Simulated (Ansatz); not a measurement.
# Sn (I4/mmm) in Ansatz: reference runs

Aim: a first look at Sn with PBE, on the cell as given and on a disturbed one.

Everything below comes from runs of Ansatz 0.2.0. Logs are shortened: lines on timing, memory, paths and dates and some standing lists are left out, and cuts for length are marked.

## Step 1: The structure

The structure is tetragonal, space group I4/mmm (No. 139). The conventional cell has a = 4.058 Å, b = 4.058 Å, c = 3.322 Å, α = 90.00°, β = 90.00°, γ = 90.00°. Sn (site symmetry 4/mmm) has 10 Sn at 3.32 Å as nearest neighbours.

This isn't the form of Sn at room conditions, which is tetragonal (white tin).

## Step 2: Single point, PBE

input.yaml reads:

```yaml
crystal:
  lattice:
    - [-2.029189411, 2.029189411, 1.6607599896]
    - [2.029189411, -2.029189411, 1.6607599896]
    - [2.029189411, 2.029189411, -1.6607599896]
  atoms:
    - { symbol: Sn, position: [0.0, 0.0, 0.0] }
kpoints:
  mp_grid: { grid: [10, 10, 10] }
scf:
  occupations: { method: fermi_dirac, width: 0.05 }
hamiltonian:
  xc: pbe
  pseudopotentials: { kind: all_electron, lapw: { basis_error: 0.001 } }
output:
  forces: true
  stress: true
  eigenvalues: true
  populations: true
```

Potentials or basis: all-electron LAPW, scalar-relativistic.

Started as:

```console
ansatz run input.yaml --threads 1 --pin off --max-ram 3072MiB --backend cpu --events-out ev --progress --plain --runs-dir out
```

The program printed:

```text
Warning: RAYON_NUM_THREADS=1 ignored (pool sized by the plan → 1); use --threads N
Sn: projections on atomic orbitals take those of the free atom 1s2 2s2 2p6 3s2 3p6 3d10 4s2 4p6 4d10 5s2 5p2, of charge +0.00 (hamiltonian.pseudopotentials.projection_atoms)
LAPW: plane waves up to 6.607 Å⁻¹, error target 1.0e-3 eV per atom; small_component_spin mean_spin; Sn in spheres of 1.658 Å, 22 of its electrons in bands, Dirac shells [] (how accurate: hamiltonian.pseudopotentials.lapw.basis_error, Limitations)
Engine: ansatz 0.2.0, aarch64-unknown-linux-gnu
Pseudopotentials: kind: all_electron
Pseudopotential: Sn, LAPW, valence charge 22, lapw/all_electron/scalar/gaussian/Sn, Koelling and Harmon's equation, gaussian nucleus
Functional definition: PBE
  parameter kappa = 0.804
  parameter beta = 0.06672455060314922
  exchange = pbe_x(kappa = kappa, mu = beta*pi^2/3)
  correlation = pbe_c(beta = beta)
Crystal: 1 atoms, lattice volume = 27.353 Å³
Basis set: ecut = 166.32395022415506 eV, 127 PW (Γ), exchange–correlation at level 2
Bands: 15, of which v1, the nominal top of the filled ones, is band 11 counted from 1 (10 counted from 0)
Symmetry: 16 space group operations
Space group: I4/mmm (ITA 139), of the structure as read, at distance tolerance 3.0e-5 Å
k-points: 102 of 1000
Non-local potential: Sn, projectors of the file, none
Initial density: superposition of atomic densities (chi_scale 0.1, normalization cell)
Initial wavefunctions: plane waves of lowest kinetic energy (no species holds an atomic orbital)
Functional: x = pbe(κ = 0.804, μ = 0.2195149727645171), c = pbe(β = 0.06672455060314922)
iter 1 solved again at ethr=1.84e-5 eV; its pass at ethr=1.00e-1 eV (dr2=4.05e-3 eV) is discarded
SCF iter   1: F=—  HF=-168089.380044 eV  |F-HF|=—  |Δ(HF+E_count)|=         —  Δρ=4.80e-3  dr2=4.11e-3  ethr=1.84e-5  ⟨swp⟩=3.9  Hψ=11252  notcnv=0
preconditioner: auto → Kerker (q_TF=auto, 2.631 Å⁻¹)  [metal: Δε(μ)=0.135 eV  Ē_g=22.903 eV  σ=0.050 eV  W_gap=0.50  n_scr=12 (ndim 8)  ℏωp=26.6 eV  f_vac=0.000  D(μ)=0.56/eV (n_scr^D=0)]
SCF iter   2: F=—  HF=-168089.368035 eV  |F-HF|=—  |Δ(HF+E_count)|=   1.20e-2  Δρ=2.93e-3  dr2=1.83e-3  ethr=1.84e-5  ⟨swp⟩=2.0  Hψ=4392  notcnv=0
SCF iter   3: F=—  HF=-168089.367407 eV  |F-HF|=—  |Δ(HF+E_count)|=   6.28e-4  Δρ=1.67e-3  dr2=7.06e-4  ethr=8.33e-6  ⟨swp⟩=2.0  Hψ=4392  notcnv=0
SCF iter   4: F=—  HF=-168089.367497 eV  |F-HF|=—  |Δ(HF+E_count)|=   8.94e-5  Δρ=7.85e-4  dr2=1.89e-4  ethr=3.21e-6  ⟨swp⟩=2.0  Hψ=4392  notcnv=0
iter 5 solved again at ethr=2.81e-8 eV; its pass at ethr=8.60e-7 eV (dr2=6.19e-6 eV) is discarded
SCF iter   5: F=—  HF=-168089.367579 eV  |F-HF|=—  |Δ(HF+E_count)|=   8.28e-5  Δρ=1.36e-4  dr2=6.19e-6  ethr=2.81e-8  ⟨swp⟩=2.0  Hψ=7460  notcnv=0
SCF iter   6: F=—  HF=-168089.367580 eV  |F-HF|=—  |Δ(HF+E_count)|=   1.02e-6  Δρ=3.68e-5  dr2=2.69e-7  ethr=2.81e-8  ⟨swp⟩=2.0  Hψ=4392  notcnv=0
SCF iter   7: F=-168089.367581 eV  HF=-168089.367581 eV  |F-HF|=6.29e-9  |Δ(HF+E_count)|=   1.70e-7  Δρ=6.92e-6  dr2=1.19e-8  ethr=1.22e-9  ⟨swp⟩=3.0  Hψ=4558  notcnv=0
SCF 1 converged in 7 iterations: F = -168089.367581 eV  dr2 = 1.19e-8
SCF converged after 7 iterations
Free energy (F): -168089.367581 eV
Harris-Foulkes:  -168089.367581 eV  (|F-HF|=6.29e-9)
Internal energy: -168089.362862 eV  (E = F + TS)
E sigma→0 (E₀):  -168089.365221 eV
Entropy (-TS):   -0.004719 eV (-4.719 meV/atom)
Fermi energy:    13.617475 eV
--- Per-component energies (eV) ---
  E_band       = -702.529926
  E_kinetic    = 176783.679837
  E_xc         = -4497.560382
  E_electrostatic = -340375.482316  (all electrons and nuclei)
  E_smearing   = -0.004719  (= −TS)
  E_closure    = 0.000000  (closes the sum)
  E_atoms      = -168085.610346  (free atoms, spherical and without spin; not in F)
  Σ components = -168089.367581   (vs F -168089.367581, Δ=0.00e0)
  Basis errors (estimates in eV, not in F): energy 2.2e-4 per atom: plane waves 2.2e-4 (1.1e-4 summed), levels above the bands 3.2e-88, relativity 1.9e-8, radial functions 3.8e-6, core shells 1.5e-10; eigenvalues (radial functions only) 1.8e-5; not estimated: angular momenta, meshes, grids; target (lapw.basis_error) 1.0e-3; muffin-tin radii Sn 1.658 Å
--- Forces (eV/Å), atoms counted from 1 ---
  atom   1  Sn    -0.00000000     0.00000000    -0.00000000
  max |Σ_I F_I| component: 1.97e-31 eV/Å
--- Stress (GPa, compression-positive) ---
        0.436970       0.000000       0.000000
        0.000000       0.436970      -0.000000
        0.000000      -0.000000       1.735484
  P = ⅓ Tr σ = 0.8698 GPa (8.698 kbar)
--- Band table (eV; the first three rows and the last of 102) ---
  k-point 0: bands = ["-115.7927", "-71.5804", "-71.5724", "-71.5724", "-7.9158", "-7.8409", "-7.8409", "-7.8387", "-7.7248", "2.6129", "20.4208", "20.4208", "22.9857", "23.8861", "25.0368"]
  k-point 1: bands = ["-115.7927", "-71.5805", "-71.5727", "-71.5724", "-7.9058", "-7.8432", "-7.8428", "-7.8261", "-7.7290", "2.8006", "18.3896", "20.5567", "22.4018", "24.5029", "25.3433"]
  k-point 2: bands = ["-115.7927", "-71.5807", "-71.5735", "-71.5724", "-7.8814", "-7.8523", "-7.8492", "-7.7871", "-7.7400", "3.3628", "15.3981", "20.9028", "21.3013", "24.6832", "24.9180"]
  k-point 101: bands = ["-115.7925", "-71.5820", "-71.5751", "-71.5751", "-7.9503", "-7.8858", "-7.6978", "-7.6978", "-7.6666", "10.2583", "12.0912", "12.0912", "16.1798", "16.7061", "19.7382"]
--- Löwdin populations: 1 site ---
  site symbol       q [e]
     0     Sn     49.9693
  spilling = 0.000614 (of n_electrons = 50.000000)
```

It took 7.5 s on 1 thread of Arm Neoverse V1, shared host; peak memory 0.27 GiB.

Results:

```
Free energy            : -168089.3676 eV
Pressure               : 0.9 GPa
Band gap on the k mesh : none (metal or under the smearing width)
```

Stress tensor (GPa, compression positive):
```
0.44 0.00 0.00
0.00 0.44 0.00
0.00 0.00 1.74
```

Levels at points of the mesh, in eV from the Fermi level:
```tsv
k point	band 8	band 9	band 10	band 11	band 12	band 13	band 14	band 15
(0.00, 0.00, 0.00)	-21.46	-21.34	-11.00	6.80	6.80	9.37	10.27	11.42
(0.00, 0.00, -0.50)	-21.39	-21.30	-7.24	-4.64	5.82	7.78	10.40	10.95
(0.00, -0.50, 0.00)	-21.32	-21.29	-5.72	-4.12	3.11	4.37	7.22	7.40
(-0.50, -0.50, -0.50)	-21.32	-21.28	-3.36	-1.53	-1.53	2.56	3.09	6.12
```

## Step 3: Equation of state, PBE

Potentials or basis: all-electron LAPW, scalar-relativistic.

This step only gathers the single runs of the series.

Results:

```yaml
Equilibrium_volume: 27.85 Å³/atom
Bulk_modulus_at_fixed_shape_and_positions: 46 GPa
Pressure_derivative_of_the_bulk_modulus: 5.1
```

Energy against volume, from the lowest point:
| volume (Å³/atom) | energy (meV/atom) |
| --- | --- |
| 25.712 | 27.60 |
| 26.259 | 14.64 |
| 26.806 | 6.06 |
| 27.353 | 1.32 |
| 27.901 | 0.00 |
| 28.448 | 1.71 |
| 28.995 | 6.12 |

Caveat: the cell was scaled at fixed shape and fractional positions, which overstates the stiffness of a crystal with free parameters, most of all of layers and chains.

## Step 4: Single point, PBE (cell strained at random at fixed volume)

input.yaml reads:

```yaml
crystal:
  lattice:
    - [-1.969227, 2.056227, 1.622007]
    - [2.044546, -2.0389, 1.692864]
    - [1.978548, 2.048221, -1.600837]
  atoms:
    - { symbol: Sn, position: [0.008151, 0.001132, -0.000622] }
kpoints:
  mp_grid: { grid: [10, 10, 10] }
scf:
  occupations: { method: fermi_dirac, width: 0.05 }
hamiltonian:
  xc: pbe
  pseudopotentials: { kind: all_electron, lapw: { basis_error: 0.001 } }
output:
  forces: true
  stress: true
  eigenvalues: true
  populations: true
```

Potentials or basis: all-electron LAPW, scalar-relativistic.

Started as:

```console
ansatz run input.yaml --threads 1 --pin off --max-ram 3072MiB --backend cpu --events-out ev --progress --plain --runs-dir out
```

The program printed:

```text
Warning: RAYON_NUM_THREADS=1 ignored (pool sized by the plan → 1); use --threads N
Sn: projections on atomic orbitals take those of the free atom 1s2 2s2 2p6 3s2 3p6 3d10 4s2 4p6 4d10 5s2 5p2, of charge +0.00 (hamiltonian.pseudopotentials.projection_atoms)
LAPW: plane waves up to 6.738 Å⁻¹, error target 1.0e-3 eV per atom; small_component_spin mean_spin; Sn in spheres of 1.633 Å, 22 of its electrons in bands, Dirac shells [] (how accurate: hamiltonian.pseudopotentials.lapw.basis_error, Limitations)
[... 6 set-up lines as earlier in the session ...]
[... 38 lines left out ...]
  Σ components = -168089.365663   (vs F -168089.365663, Δ=0.00e0)
  Basis errors (estimates in eV, not in F): energy 2.4e-4 per atom: plane waves 2.4e-4 (1.3e-4 summed), levels above the bands 2.6e-85, relativity 3.7e-8, radial functions 3.0e-6, core shells 2.5e-10; eigenvalues (radial functions only) 1.2e-5; not estimated: angular momenta, meshes, grids; target (lapw.basis_error) 1.0e-3; muffin-tin radii Sn 1.633 Å
--- Forces (eV/Å), atoms counted from 1 ---
  atom   1  Sn     0.00000000     0.00000000     0.00000000
  max |Σ_I F_I| component: 0.00e0 eV/Å
--- Stress (GPa, compression-positive) ---
        0.495318      -0.178766      -0.321320
       -0.178766       0.645600      -0.090130
       -0.321320      -0.090130       2.067998
  P = ⅓ Tr σ = 1.0696 GPa (10.696 kbar)
--- Band table (eV; the first three rows and the last of 504) ---
  k-point 0: bands = ["-115.7883", "-71.5755", "-71.5685", "-71.5679", "-7.9200", "-7.8482", "-7.8335", "-7.8193", "-7.7213", "2.6112", "20.3202", "20.4663", "22.8882", "23.8545", "25.0100"]
  k-point 1: bands = ["-115.7883", "-71.5756", "-71.5688", "-71.5679", "-7.9091", "-7.8485", "-7.8320", "-7.8131", "-7.7256", "2.7976", "18.3109", "20.5904", "22.3348", "24.5437", "25.3624"]
  k-point 2: bands = ["-115.7882", "-71.5757", "-71.5696", "-71.5678", "-7.8832", "-7.8558", "-7.8352", "-7.7807", "-7.7368", "3.3558", "15.3365", "20.8890", "21.3426", "24.6982", "24.9089"]
  k-point 503: bands = ["-115.7880", "-71.5769", "-71.5714", "-71.5708", "-7.9452", "-7.8843", "-7.7017", "-7.6934", "-7.6544", "10.2376", "11.9152", "12.2346", "16.2642", "16.7060", "19.8131"]
--- Löwdin populations: 1 site ---
  site symbol       q [e]
     0     Sn     49.9694
  spilling = 0.000612 (of n_electrons = 50.000000)
```

Run time: 32 s. Hardware: 1 thread of Arm Neoverse V1, shared host; peak memory 0.49 GiB.

Results:

| Quantity | Value |
| --- | --- |
| Free energy | -168089.3657 eV |
| Pressure | 1.1 GPa |
| Band gap on the k mesh | none (metal or under the smearing width) |

Stress tensor (GPa, compression positive):
```
 0.50 -0.18 -0.32
-0.18  0.65 -0.09
-0.32 -0.09  2.07
```

Levels at points of the mesh, in eV from the Fermi level:
```tsv
k point	band 9	band 10	band 11	band 12	band 13	band 14
(0.00, 0.00, 0.00)	-21.37	-11.04	6.67	6.82	9.24	10.21
(0.00, 0.00, -0.50)	-21.33	-7.31	-4.68	5.83	7.87	10.25
(0.00, -0.50, 0.00)	-21.33	-6.04	-4.25	3.32	4.38	7.33
(0.00, -0.50, -0.50)	-21.32	-5.71	-4.14	2.93	4.62	6.82
(-0.50, 0.00, 0.00)	-21.32	-5.87	-4.20	3.11	4.68	7.01
(-0.50, 0.00, -0.50)	-21.30	-5.33	-3.97	2.62	4.01	6.66
(-0.50, -0.50, 0.00)	-21.32	-7.25	-4.67	5.69	7.89	10.00
(-0.50, -0.50, -0.50)	-21.30	-3.41	-1.73	-1.41	2.62	3.06
```

## Step 5: Overview

```csv
task,cell,cutoff (eV),basis error allowed,gap on the mesh (eV),pressure (GPa)
single point,as given,166,0.001 eV/atom,none,0.9
equation of state,as given,-,0.0005 eV/atom,-,-
single point,cell strained at random at fixed volume,173,0.001 eV/atom,none,1.1
```

Alike in all rows: level PBE; potentials or basis all-electron LAPW, scalar-relativistic; no spin polarisation; k mesh 10 × 10 × 10; smearing fermi-dirac 0.05 eV.

Caveats: the cell was scaled at fixed shape and fractional positions, which overstates the stiffness of a crystal with free parameters, most of all of layers and chains (some runs).

Compare energies only between runs with the same functional and basis.
